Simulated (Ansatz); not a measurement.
# 2H-CrSTe monolayer in a perpendicular field, part 2 of 3

Wanted: the out-of-plane response of the 2H-CrSTe monolayer. A positive field points along +c.

Ansatz 0.2.0; plane-wave DFT, PBE-D3(BJ), Ansatz PAW (set soft_1); PAW set soft_1.

So far. Step 2 (Relaxation): The lattice constant a goes from 3.365 to 3.236 Å.

## 3. Atoms held, field 0

A sawtooth potential applies the field, turning back in the middle of the vacuum. With the dipole correction the typed value is the field outside the slab. The induced dipole is small, so the SCF threshold is tight.

The cell differs from the one that the last finished run ended in (c 37.174 → 21.183 Å).

Input file input.yaml:

```yaml
crystal:
  lattice:
    - [3.2359568504, 0.0, 0.0]
    - [-1.6179784252, 2.802420838, 0.0]
    - [0.0, 0.0, 21.1826400077]
  atoms:
    - { symbol: Te, position: [0.3333333333, 0.6666666667, 0.4248762192] }
    - { symbol: Cr, position: [0.0, 0.0, 0.510833666] }
    - { symbol: S, position: [0.3333333333, 0.6666666667, 0.5751237808] }
kpoints:
  mp_grid: { grid: [18, 18, 1] }
  band_path:
    path: [[0, 0, 0], [0.5, 0, 0], [0.33333333, 0.33333333, 0], [0, 0, 0]]
    npoints: 16
hamiltonian:
  xc: pbe
  dispersion: d3bj
  pseudopotentials: { kind: paw, azcp: { folder: soft_1 } }
scf:
  occupations: { method: fermi_dirac, width: 0.02585 }
  convergence: { dr2_threshold: 1.0e-10 }
efield:
  axis: 3
  dipole_correction: true
  ramp_position: 0.97
  ramp_width: 0.06
  amplitude: 0
output:
  dos: { projected: true, e_range: [-6, 5] }
  write_potential: true
  write_density: true
  volumetric_format: npy
  elf: true
```

The run is started by

```sh
$ ansatz run input.yaml --threads 2 --pin off --max-ram 3072MiB --backend cpu --events-out ev --progress --plain --runs-dir out
```

Numbers of over 12 decimals in the logs are rounded to 6 here.

The program printed:

```text
[...]
Crystal: 3 atoms, lattice volume = 192.095 Å³
Basis set: ecut = 420 eV, 3827 PW (Γ)
Bands: 22, of which v1, the nominal top of the filled ones, is band 18 counted from 1 (17 counted from 0)
Symmetry: 6 space group operations
[...]
k-points: 37 of 324 (time reversal used)
[...]
SCF iter   1: F=—  HF=-11264.325158 eV  |F-HF|=—  |Δ(HF+E_count)|=         —  Δρ=8.77e-2  dr2=1.78e1  ethr=3.10e-3  p=0.000 e·Å  D=1.19e-6 V/Å  ΔV_dip=-0.00 eV  dr2_dipole=2.00e-1  V_vac-E_F(+/−)=4.49/4.49 eV  ⟨swp⟩=12.0  Hψ=5556  notcnv=0
efield: sawtooth ramp at fractional position 0.9700 (set: `efield.ramp_position`, or a place that a band, a saddle search or an elastic batch's reference lends), width 0.0600; the density the first Hamiltonian is built on has a dipole p = 0.000 e·Å; the dipole correction subtracts the counter field D = 1.19e-6 V/Å, which shifts the + side's vacuum level by -0.00 eV against the − side's; the planar-averaged density in the ramp window peaks in size at 7.6e-6 e/Å³
[...]
SCF iter   2: F=—  HF=-11292.435750 eV  |F-HF|=—  |Δ(HF+E_count)|=    2.81e1  Δρ=3.31e-1  dr2=3.20e2  ethr=3.10e-3  p=-0.326 e·Å  D=-3.07e-1 V/Å  ΔV_dip=6.50 eV  dr2_dipole=6.04e0  V_vac-E_F(+/−)=12.75/6.25 eV  ⟨swp⟩=5.7  Hψ=3116  notcnv=0  defer=1  recentre
[...]
SCF iter  14: F=-11261.702857 eV  HF=-11261.702857 eV  |F-HF|=1.82e-11  |Δ(HF+E_count)|=  2.55e-11  Δρ=6.61e-8  dr2=6.98e-12  ethr=1.00e-12  p=-0.082 e·Å  D=-7.70e-2 V/Å  ΔV_dip=1.63 eV  dr2_dipole=8.19e-14  V_vac-E_F(+/−)=5.59/3.96 eV  ⟨swp⟩=4.6  Hψ=2671  notcnv=0
SCF 1 converged in 14 iterations: F = -11261.702857 eV  dr2 = 6.98e-12
[...]
NSCF: frozen V_eff on 49 k-points
efield: sawtooth ramp at fractional position 0.9700 (kept from the solve that this one continues, or follows in the run), width 0.0600; the density the first Hamiltonian is built on has a dipole p = -0.082 e·Å; the dipole correction subtracts the counter field D = -7.70e-2 V/Å, which shifts the + side's vacuum level by +1.63 eV against the − side's; the planar-averaged density in the ramp window peaks in size at 7.5e-6 e/Å³
WARN: The output density's exchange-correlation potential varies sharply where the density is thin. Do not read a vacuum level from v_tot or v_xc, or from such a field of the output density. On a cell that repeats whose density bears no net charge and no dipole along the vacuum's axis use v_es (v_loc + v_h of the components); under efield.dipole_correction with no amplitude use v_es + v_field, which holds any externa [...]
SCF converged after 14 iterations
Free energy (F): -11261.702857 eV
[...]
Internal energy: -11261.702840 eV  (E = F + TS)
E sigma→0 (E₀):  -11261.702848 eV
Entropy (-TS):   -0.000017 eV (-0.006 meV/atom)
Fermi energy:    0.217340 eV
Dipole field:    D = -0.077023 V/Å  (p = -0.081766 e·Å, saw-weighted, corrected)
Work function:   Φ+ = 5.5916 eV   Φ− = 3.9601 eV
Levels:          The Fermi level and band energies are counted from a zero that moves with the ramp; work functions are not
[...]
--- Band table (eV; the first three rows and the last of 37) ---
  k-point 0: bands = [... 14 lower, -2.3207, -0.8610, -0.8610, 0.0321, 2.3338, 2.3338, 3.4691, 3.7393]
  k-point 1: bands = [... 14 lower, -2.3126, -0.9217, -0.8896, 0.0240, 2.2235, 2.3238, 3.3267, 3.5497]
  k-point 2: bands = [... 14 lower, -2.2953, -1.1194, -0.9603, -0.0228, 1.9816, 2.2699, 2.4776, 3.3869]
  k-point 36: bands = [... 14 lower, -3.6472, -3.4723, -1.7276, -0.4174, 0.3867, 1.2325, 1.5763, 2.9572]
```

Run time: 16 s. Hardware: 2 threads of Arm Neoverse V1, shared host; peak memory 0.52 GiB; 32 s of CPU time.

This step gave:

* dipole along the normal: -0.08177 e·Å
* gap along the path: 0.3546 eV
* smallest direct gap along the path: 0.8041 eV
* step between the vacuum levels: 1.632 eV
* ionisation energy, upper face: 5.777 eV
* electron affinity, upper face: 5.422 eV
* ionisation energy, lower face: 4.145 eV
* gap, the smaller of path and mesh: 0.3546 eV

Running mean over a fixed 2.5 Å (it still follows the layers) of the planar mean; the ramp of the sawtooth is left out. Table of electron's electrostatic potential energy less the Fermi level by z:

```
z (Å)  electron's electrostatic potential energy less the Fermi level (eV)
 2.94                                                                 3.96
 3.38                                                                 3.96
 3.82                                                                 3.96
 4.12                                                                 3.96
 4.56                                                                 3.96
 5.00                                                                 3.96
 5.44                                                                 3.94
 5.88                                                                 3.90
 6.18                                                                 3.82
 6.62                                                                 3.48
 7.06                                                                 2.30
 7.50                                                              -0.0619
 7.94                                                                -2.40
 8.38                                                                -4.81
 8.68                                                                -6.01
 9.12                                                                -7.41
 9.56                                                                -8.46
10.00                                                                -8.35
10.44                                                                -8.03
10.74                                                                -7.81
11.18                                                                -7.88
11.62                                                                -7.58
12.06                                                                -5.60
12.50                                                                -3.19
12.80                                                                -1.67
13.24                                                                0.715
13.68                                                                 3.14
14.12                                                                 4.86
14.56                                                                 5.41
15.00                                                                 5.54
15.30                                                                 5.57
15.74                                                                 5.59
16.18                                                                 5.59
16.62                                                                 5.59
17.06                                                                 5.59
17.36                                                                 5.59
17.80                                                                 5.59
18.24                                                                 5.59
```

The density of states has structure finer than the step of the table below, so its rows give means over 0.2 eV, whole bins alone (the curve runs from -6 to 2.16 eV). Peaks (eV: height): -3.99: 6.83, -2.14: 11.2, -1.92: 8.59, -1.86: 7.72, -0.76: 9.69, 0.48: 8.81, 0.64: 8.54.

Density of states against energy, zero at the Fermi level of the run, which the smearing sets inside the gap; means over each step:

```
energy (eV)  density of states (states/eV a cell)
       -5.8                                  1.47
       -5.6                                  1.14
       -5.4                                  1.40
       -5.2                                  2.87
       -5.0                                  3.41
       -4.8                                  1.17
       -4.6                                  1.50
       -4.4                                  1.35
       -4.2                                  2.35
       -4.0                                  4.24
       -3.8                                  1.46
       -3.6                                  2.17
       -3.4                                  1.88
       -3.2                                  2.31
       -3.0                                  3.09
       -2.8                                  2.92
       -2.6                                  3.50
       -2.4                                  1.48
       -2.2                                  3.51
       -2.0                                  3.97
       -1.8                                  3.08
       -1.6                                  1.36
       -1.4                                  2.22
       -1.2                                  2.28
       -1.0                                 0.853
       -0.8                                  4.68
       -0.6                                  2.67
       -0.4                                 0.887
       -0.2                                 0.603
        0.0                                     0
        0.2                                 0.723
        0.4                                  4.73
        0.6                                  5.20
        0.8                                  3.26
        1.0                                  1.75
        1.2                                 0.849
        1.4                                  3.05
        1.6                                  4.72
        1.8                                  2.64
        2.0                                  2.29
```

Projected DOS per atom over height of the atomic layer and energy from the Fermi level. Layers: Te Cr S from below.

Values in states/eV, 22 rows by 3 columns, each cell a mean:
```
0.33 0.89 0.67
0.48 2.14 1.30
0.32 0.76 0.30
0.57 1.87 0.27
0.77 3.86 0.33
0.03 0.45 0.02
0.01 0.41 0.23
0.35 2.78 0.60
0.18 0.91 0.25
0.55 1.47 0.20
0.84 0.90 0.67
1.45 1.16 1.00
0.50 1.09 0.76
0.53 1.27 1.16
0.48 0.80 0.98
0.63 0.51 0.89
1.16 0.76 1.32
0.54 0.36 0.67
0.38 0.30 0.63
0.80 0.77 1.50
0.59 0.31 0.51
0.81 0.26 0.26
```
Columns: height of the atomic layer (Å) from 9 to 12.2 (not evenly spaced); rows upwards: energy from the Fermi level (eV) from -5.96 to 2.14.

The electronic bands at the labelled points (eV, zero at the Fermi level of the run, which the smearing sets inside the gap):

```
  point  band 15  band 16  band 17  band 18  band 19  band 20  band 21  band 22
      Γ    -2.54    -1.08    -1.08    -0.19     2.12     2.12     3.25     3.52
halfway    -2.57    -2.17    -1.27    -0.71     0.62     1.44     1.61     2.75
      M    -2.89    -2.14    -0.98    -0.97     0.52     0.61     2.09     2.65
halfway    -3.35    -2.98    -1.97    -0.65     0.36     0.87     1.57     2.39
      K    -3.86    -3.69    -1.94    -0.63     0.17     1.02     1.36     2.74
halfway    -2.97    -2.03    -1.86    -0.65     0.48     0.92     1.47     2.34
      Γ    -2.54    -1.08    -1.08    -0.19     2.12     2.12     3.25     3.52
```

Electrostatic potential energy in the ca plane at fractional y = 0.667, with atoms of Te and S within 0.2 Å of it. With pseudopotentials it is smooth inside the atoms' cores, unlike the true potential.

Ten even steps from '0' (-34 eV) to '9' (5 eV), each cell a mean:
```
99999999999999999988888766789999999999999999
99999999999999999988888766789999999999999999
99999999999999999865567877777789999999999999
99999999999999998621115888741258999999999999
99999999999999998317822788500017999999999999
99999999999999998328932788500017999999999999
99999999999999998512204788720148999999999999
99999999999999999864357877776789999999999999
```
Columns run along c (16.0 Å, from fractional 0.09 to 0.85 of the cell; values clipped at the 3rd and 97th percentile), rows up along a (3.2 Å). Atoms in or near the plane, at fractional coordinates: Te at (0.42, 0.33), S at (0.58, 0.33).

Valence density in the ca plane at fractional y = 0.667, with atoms of Te and S within 0.2 Å of it. It is the smooth field of the valence electrons, not physical close to the nuclei.

Ten steps, logarithmic in the rise over the least value, from '0' (0 e/Å³) to '9' (14 e/Å³), each cell a mean:
```
00000000000001122222222211000000000000000000
00000000000001122222222211000000000000000000
00000000000012233222222332100000000000000000
00000000000123566432223444310000000000000000
00000000000125899632234434421000000000000000
00000000000125899632234434421000000000000000
00000000000123676432223444310000000000000000
00000000000012333322223332210000000000000000
```
Columns run along c (16.0 Å, from fractional 0.17 to 0.92 of the cell), rows up along a (3.2 Å). Atoms in or near the plane, at fractional coordinates: Te at (0.42, 0.33), S at (0.58, 0.33).

ELF in the ca plane at fractional y = 0.667, with atoms of Te and S within 0.2 Å of it. It is the smooth field of the valence electrons, not physical close to the nuclei.

Ten even steps from '0' (0.00) to '9' (0.94), each cell a mean:
```
00000000000000001234443111123321000000000000
00000000000000001233442111122210000000000000
00000000000000135655555211367765310000000000
00000000000002578753245423687899752100000000
00000000000014788630014424751399974200000000
00000000000014788620014424750299974200000000
00000000000012578742235423786799863100000000
00000000000000246765455312478876420000000000
```
Columns run along c (16.0 Å, from fractional 0.09 to 0.85 of the cell), rows up along a (3.2 Å). Atoms in or near the plane, at fractional coordinates: Te at (0.42, 0.33), S at (0.58, 0.33).

The gap is 0.35 eV, with the valence edge 5.78 eV and the conduction edge 5.42 eV under the upper vacuum level. Spin-orbit coupling, left out in this run, matters for the bands of elements this heavy.

## 4. Single point, field 0.1 V/Å

Changes to input.yaml since step 3:

```diff
@@ -24,7 +24,6 @@
   dipole_correction: true
-  ramp_position: 0.97
-  ramp_width: 0.06
-  amplitude: 0
+  ramp_position: 0.9292
+  ramp_width: 0.1416
+  amplitude: 0.1
 output:
-  dos: { projected: true, e_range: [-6, 5] }
   write_potential: true
@@ -32,2 +31 @@
   volumetric_format: npy
-  elf: true
```

The program printed:

```text
[...]
Crystal: 3 atoms, lattice volume = 192.095 Å³
Basis set: ecut = 420 eV, 3827 PW (Γ)
Bands: 22, of which v1, the nominal top of the filled ones, is band 18 counted from 1 (17 counted from 0)
Symmetry: 6 space group operations
[...]
k-points: 37 of 324 (time reversal used)
[...]
--- Band table (eV; the first three rows and the last of 37) ---
  k-point 0: bands = [... 14 lower, -2.3335, -0.8765, -0.8765, 0.0270, 2.3236, 2.3236, 3.2558, 3.7181]
  k-point 1: bands = [... 14 lower, -2.3254, -0.9375, -0.9052, 0.0185, 2.2137, 2.3135, 3.2584, 3.3831]
  k-point 2: bands = [... 14 lower, -2.3077, -1.1364, -0.9761, -0.0293, 1.9721, 2.2593, 2.4555, 3.3662]
  k-point 36: bands = [... 14 lower, -3.6567, -3.4866, -1.7419, -0.4337, 0.3710, 1.2164, 1.5610, 2.9389]
[key lines of the parts left out:]
SCF converged after 14 iterations
Free energy (F): -11261.696088 eV
Fermi energy:    0.206635 eV
Dipole field:    D = -0.050487 V/Å  (p = -0.053596 e·Å, saw-weighted, corrected)
```

Run time: 17 s. Hardware: 2 threads; peak memory 0.48 GiB; 34 s of CPU time.

The dipole is -0.0536 e·Å, 0.0282 e·Å from its value without field, and the gap 0.344 eV.

[end of part 2 of 3]

[Logs are printed without paths, hosts, clocks, repeated set-up lines and the standing remarks that a program may print on its own settings, such as how far it seeks lower states.]

[Hosts, paths, dates, database ids (printed as entryN), source tags and the programs' standing remarks are cut or masked in the printed files.]

[Maps of the electrostatic potential energy from Ansatz leave out the sawtooth potential of an applied field or a dipole correction, so their vacuum need not be flat; planar profiles and work functions include it.]

[The density of states shown here was stored with 400 of the rows of the run's finer table, so its peaks can read low, often by over a quarter, or be missed, and its means over a window can be off by a tenth or more.]
